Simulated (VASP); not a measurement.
## C under changes of volume

One of the cells (5.785 Å³/atom); the others are scaled copies at fixed shape and fractional positions:

```
C
1.0
     0.00000    1.79518    1.79518
     1.79518    0.00000    1.79518
     1.79518    1.79518    0.00000
C
2
Direct
  0.75000 0.75000 0.75000
  0.50000 0.50000 0.50000
```

This isn't the form of C at room conditions, which is graphite.

```yaml
Program: VASP 6.6.1
Functional: PBEsol
Potentials_or_basis: VASP PAW PBE potentials, release 64 (C)
Cutoff: 520 eV
k_mesh: 13 × 13 × 13
Occupations: fermi-dirac, width 0.05 eV
Spin: no spin polarisation
```

```tsv
volume (Å³/atom)	energy over the lowest point (meV/atom)	pressure (GPa)	gap on the mesh (eV)
5.332	22.48	26.5	4.15
5.445	7.51	15.5	4.10
5.558	0.00	5.4	4.06
5.785	4.81	-12.1	3.97
5.899	15.96	-19.7	3.93
6.012	?	?	?
```

What does the run at 6.012 Å³/atom give?

Energy over the lowest point 32.25 meV/atom; pressure -26.6 GPa; gap on the mesh 3.89 eV.

Worked out: A Birch-Murnaghan fit of order 3 (a polynomial in V^(-2/3)) to the other rows has its minimum at 5.63 Å³/atom with B0 = V·E''(V) = 450 GPa and B' = 3.9. It gives 32.08 meV/atom at 6.012 Å³/atom, against the run's 32.25, and -dE/dV = -26.2 GPa, against -26.6. A straight line through the other rows of the gap, of slope -2.17 eV per unit of ln V, extrapolates to 3.89 eV, against the run's 3.89.

Energies are extrapolated to zero smearing.

Caveats: the PAW data sets were made with another functional, which shifts forces and pressure a little; an odd mesh through Γ misses points on the zone boundary, where band edges often lie.
